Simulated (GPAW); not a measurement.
# Si (I4_1/amd) in GPAW: further runs

The runs below take Si through single point, with RPBE, PBE.

Everything below comes from runs of GPAW 26.7.0. Logs are shortened: lines on timing, memory, paths and dates and some standing lists are left out, and cuts for length are marked. The log counts tension as positive stress, the text compression.

## (1) The structure

Symmetry: I4_1/amd, No. 141, tetragonal system. Conventional cell: a = 4.743 Å, b = 4.743 Å, c = 2.659 Å, α = 90.00°, β = 90.00°, γ = 90.00°. Si (site symmetry -4m2) is surrounded by 6 Si at 2.46 to 2.66 Å.

This isn't the form of Si at room conditions, which is diamond.

## (2) Single point, RPBE

Input file run.py:

```python
from ase import Atoms
from ase.dft.bandgap import bandgap
from ase.io import write
from ase.units import GPa
from gpaw import GPAW, PW

atoms = Atoms(['Si', 'Si'],
              cell=[[-2.3713723045, 2.3713723045, 1.3292653899],
                    [2.3713723045, -2.3713723045, 1.3292653899],
                    [2.3713723045, 2.3713723045, -1.3292653899]],
              scaled_positions=[[0.5, 0.5, 0.0],
                                [0.25, 0.75, 0.5]],
              pbc=True)

calc = GPAW(mode=PW(600),
            xc='RPBE',
            kpts={'size': (11, 11, 11), 'gamma': True},
            occupations={'name': 'methfessel-paxton', 'order': 0, 'width': 0.1},
            nbands=11,
            convergence={'density': 1e-05, 'energy': 1e-05},
            maxiter=150,
            txt='gpaw.txt')
atoms.calc = calc
energy = atoms.get_potential_energy()
forces = atoms.get_forces()
stress = atoms.get_stress()
calc.write('gs.gpw')
write('result.traj', atoms)
print(f'Energy: {energy:.6f} eV')
print('Forces (eV/A):')
print(forces.round(4))
print('Stress (GPa):', (stress / GPa).round(3))
print('Fermi level:', round(calc.get_fermi_level(), 4), 'eV')
print(f'Gap: {bandgap(calc)[0]:.4f} eV, direct: {bandgap(calc, direct=True)[0]:.4f} eV')
```

Potentials or basis: the program's PAW data sets (release 1.2.1) made for this functional, pw.

Launch:

```console
> OMP_NUM_THREADS=1 python run.py
```

gpaw.txt:

```text
__  _  _
 | _ |_)|_||  |
 |__||  | ||/\| - 26.7.0

Input parameters:
  mode=PW(ecut=600.0),
  convergence={'density': 1e-05, 'energy': 1e-05},
  kpts=MonkhorstPack(size=(11, 11, 11), gamma=True),
  maxiter=150,
  nbands=11,
  occupations=Occupations(name='methfessel-paxton', order=0, width=0.1),
  xc=XC(name='RPBE')

Diagonalizing LCAO Hamiltonian
Converting LCAO to pw mode

       Si    Si

Atoms  # Å, Bohr magnetons
|   | symbol |        x |        y |        z |    initial magnetic moments |
|---|--------|----------|----------|----------|-----------------------------|
| 0 |     Si | 0.000000 | 0.000000 | 1.329265 | ( 0.0000,  0.0000,  0.0000) |
| 1 |     Si | 2.371372 | 0.000000 | 0.664633 | ( 0.0000,  0.0000,  0.0000) |

Unit cell  # Å
| periodic |         x |         y |         z |  lengths |     angles |
|----------|-----------|-----------|-----------|----------|------------|
|      yes | -2.371372 |  2.371372 |  1.329265 | 3.607459 |  97.803451 |
|      yes |  2.371372 | -2.371372 |  1.329265 | 3.607459 |  97.803451 |
|      yes |  2.371372 |  2.371372 | -1.329265 | 3.607459 | 136.756567 |

Number of symmetries: 8
Symmetry operations  # r_c * U_cc + t_c -> r_c
|   | kind |            matrix            |
|---|------|------------------------------|
| 0 |  σ   |  1, 1, 1,  0, 0,-1,  0,-1, 0 |
| 1 |  E   |  1, 0, 0,  0, 1, 0,  0, 0, 1 |
| 2 |  C2  |  0, 1, 0,  1, 0, 0, -1,-1,-1 |
| 3 |  S4  |  0, 0, 1, -1,-1,-1,  0, 1, 0 |
| 4 |  σ   |  0, 0,-1,  1, 1, 1, -1, 0, 0 |
| 5 |  C2  |  0,-1, 0, -1, 0, 0,  0, 0,-1 |
| 6 |  C2  | -1, 0, 0,  0,-1, 0,  1, 1, 1 |
| 7 |  S4  | -1,-1,-1,  0, 0, 1,  1, 0, 0 |

BZ-sampling:
  Number of BZ points: 1331
  Number of IBZ points: 126

  Monkhorst-Pack size: [11, 11, 11]
  Monkhorst-Pack shift: [0, 0, 0]

K-points  # in reciprocal-cell coordinates
|     |                                coordinates |     weight |
|-----|--------------------------------------------|------------|
|   0 | (  0.00000000,   0.00000000,   0.00000000) | 0.00075131 |
|   1 | (  0.09090909,  -0.09090909,   0.00000000) | 0.00300526 |
|   2 | (  0.09090909,  -0.09090909,   0.09090909) | 0.00300526 |
|   3 | (  0.09090909,   0.00000000,   0.00000000) | 0.00601052 |
|   4 | (  0.09090909,   0.09090909,  -0.09090909) | 0.00150263 |
|   5 | (  0.18181818,  -0.18181818,   0.00000000) | 0.00300526 |
|   6 | (  0.18181818,  -0.18181818,   0.09090909) | 0.00601052 |
|   7 | (  0.18181818,  -0.18181818,   0.18181818) | 0.00300526 |
|   8 | (  0.18181818,  -0.09090909,   0.00000000) | 0.01202104 |
|   9 | (  0.18181818,  -0.09090909,   0.09090909) | 0.00601052 |
| ... |                                            |            |
| 125 | (  0.45454545,   0.45454545,   0.45454545) | 0.00601052 |

Plane wave coefficients: 1010
Cutoff: 600.0 eV

Spin-components: 1 (collinear spins)
Bands:           11
Projectors:      10
Spin-degeneracy: 2
Datatype:        complex128

Parallelization:
  kpt:    1
  domain: 1
  band:   1

Density:
  Valence electrons: 8.0
  Components: 1
  Grid points: [21 21 21]
  Charge: 0.0  # |e|

Potential:
  Grid points: [21 21 21]

species:
  Si:
    name:    Silicon
    Z:       14.0
    valence: 4
    core:    10
    charge:  0.0  # [|e|]
    compensation charges:
      type: gauss
      rc: 0.33  # [Å]
      lmax: 2
    cutoffs:
      filter: 1.86  # [Å]
      core: 2.06  # [Å]
    projectors
    | kind |    occ | energy [eV] | rcut [Å] |
    |------|--------|-------------|----------|
    |   3s |  2.000 |     -10.793 |    1.058 |
    |   3p |  2.000 |      -4.075 |    1.058 |
    |    s |        |      16.418 |    1.058 |
    |    p |        |      23.136 |    1.058 |
    |    d |        |       0.000 |    1.058 |

    Using partial waves for Si as LCAO basis

Reference energy: -15779.478775  # eV

eigensolver:
  PPCG
  Converge bands: occupied
  niter=2

density mixing:
  MSR1-Mixer
  Pratt-step length: 0.05
  Maximum mixing coefficient: 0.75
  Old densities: 10
  SVD Regularization: 0.005
  Good broyden scale: 1.0
  Trust region scale: 1.0
  Backstep threshold: 4.0
  History deletion threshold: 6.0
  Fourier metric: weight=20.0, sigma=0.015

occupation numbers:
  Methfessel-Paxton:
    width: 0.1000  # eV
    order: 0

poisson solver:
  ecut: 4800.0  # eV

xc functional:
  name: RPBE with 2 nearest neighbor stencil

convergence criteria:
- Maximum integral of absolute [dens]ity change: 1e-05 electrons / valence electron
- Maximum [total energy] change in last 3 cyles: 1e-05 eV / valence electron
- Maximum integral of absolute [eigenst]ate change: 4e-08 eV^2 / valence electron
maximum number of iterations: 150

SCF iterations
|iter     | |      energy | eigst |  dens |
|---------|-|-------------|-------|-------|
|iter:   1| |   -9.481331 | -0.11 |       |
|iter:   2| |   -9.487508 | -3.07 | -1.09 |
|iter:   3| |   -9.521620 | -3.16 | -1.11 |
|iter:   4| |   -9.525840 | -3.84 | -1.59 |
|iter:   5| |   -9.525821 | -6.18 | -2.71 |
|iter:   6| |   -9.525821c| -8.24c| -3.60 |
|iter:   7| |   -9.525821c| -8.45c| -4.09 |
|iter:   8| |   -9.525821c| -9.27c| -5.19c|

Converged in 8 steps
Energy contributions relative to reference atoms: (reference = -15779.478775)

Energy contributions:
  Kinetic:          12.200838
  Coulomb:          -8.932583
  Zero:             -0.036431
  External:          0.000000
  Xc:              -12.755583
  Entropy:          -0.004125
  Spinorbit:         0.000000
  ----------------------------
  Free energy:      -9.527884
  Extrapolated:     -9.525821

dipole moment: (-0.831092, -9.489085, 2.892468)  # |e|*Ang

Fermi level: 8.814
Eigenvalues  # (at kpt = [0.000, 0.000, 0.000])
| band index |      eig [eV] | occ [0-2] |
|------------|---------------|-----------|
|          0 |        -5.123 |     2.000 |
|          1 |         6.343 |     2.000 |
|          2 |         6.343 |     2.000 |
|          3 |         7.108 |     2.000 |
|          4 |        10.322 |     0.000 |
|          5 |        16.347 |     0.000 |
|          6 |        18.006 |     0.000 |
|          7 |        18.006 |     0.000 |
|          8 |        18.007 |     0.000 |
|          9 |        19.067 |     0.000 |
|         10 |        19.572 |     0.000 |

No gap
No difference between direct/indirect transitions

Forces  # eV/Ang
|       x |       y |       z |
|---------|---------|---------|
| 0.00000 | 0.00000 | 0.00000 |  # Si   0
| 0.00000 | 0.00000 | 0.00000 |  # Si   1

Stress tensor  # eV/Ang^3
|         x |         y |         z |
|-----------|-----------|-----------|
| -0.036812 |  0.000000 | -0.000000 |
|  0.000000 | -0.036812 |  0.000000 |
| -0.000000 |  0.000000 | -0.023994 |

# Writing to gs.gpw (mode='')
```

stdout:

```text
Energy: -9.525821 eV
Forces (eV/A):
[[0. 0. 0.]
 [0. 0. 0.]]
Stress (GPa): [-5.898 -5.898 -3.844  0.    -0.     0.   ]
Fermi level: 8.814 eV
Gap: 0.0000 eV, direct: 0.0000 eV
```

Run time: 28 s. Hardware: 1 thread of Arm Neoverse V1, shared host; peak memory 0.17 GiB.

What came out:

```
Free energy            : -9.5279 eV
Pressure               : 5.2 GPa
Band gap on the k mesh : none (metal or under the smearing width)
```

## (3) Single point, PBE

Input file run.py:

```python
from ase.dft.bandgap import bandgap
from ase.io import read, write
from ase.units import GPa
from gpaw import GPAW, PW

atoms = read('POSCAR')

calc = GPAW(mode=PW(600),
            xc='PBE',
            kpts={'size': (11, 11, 11), 'gamma': True},
            occupations={'name': 'methfessel-paxton', 'order': 0, 'width': 0.02},
            nbands=11,
            convergence={'density': 1e-05, 'energy': 1e-05},
            maxiter=150,
            txt='gpaw.txt')
atoms.calc = calc
energy = atoms.get_potential_energy()
forces = atoms.get_forces()
stress = atoms.get_stress()
calc.write('gs.gpw')
write('result.traj', atoms)
print(f'Energy: {energy:.6f} eV')
print('Forces (eV/A):')
print(forces.round(4))
print('Stress (GPa):', (stress / GPa).round(3))
print('Fermi level:', round(calc.get_fermi_level(), 4), 'eV')
print(f'Gap: {bandgap(calc)[0]:.4f} eV, direct: {bandgap(calc, direct=True)[0]:.4f} eV')
```

Input file POSCAR:

```
Si
1.0
   -2.3713723045      2.3713723045      1.3292653899
    2.3713723045     -2.3713723045      1.3292653899
    2.3713723045      2.3713723045     -1.3292653899
Si
2
Direct
    0.5000000000      0.5000000000      0.0000000000
    0.2500000000      0.7500000000      0.5000000000
```

Potentials or basis: GPAW PAW data sets (gpaw-data 1.2.1), pw.

Launch:

```console
> OMP_NUM_THREADS=1 python run.py
```

Run time: 27 s. Hardware: 1 thread of Arm Neoverse V1, shared host; peak memory 0.17 GiB.

Results (log left out):

```
Free energy            : -10.1969 eV
Pressure               : 3.7 GPa
Band gap on the k mesh : none (metal or under the smearing width)
```

Stress tensor (GPa, compression positive):
```
4.23 0.00 0.00
0.00 4.23 0.00
0.00 0.00 2.62
```

Levels at points of the mesh, in eV from the Fermi level:
| k point | band 1 | band 2 | band 3 | band 4 | band 5 | band 6 | band 7 |
| --- | --- | --- | --- | --- | --- | --- | --- |
| (0.00, 0.00, 0.00) | -13.93 | -2.46 | -2.46 | -1.76 | 1.53 | 7.52 | 9.12 |
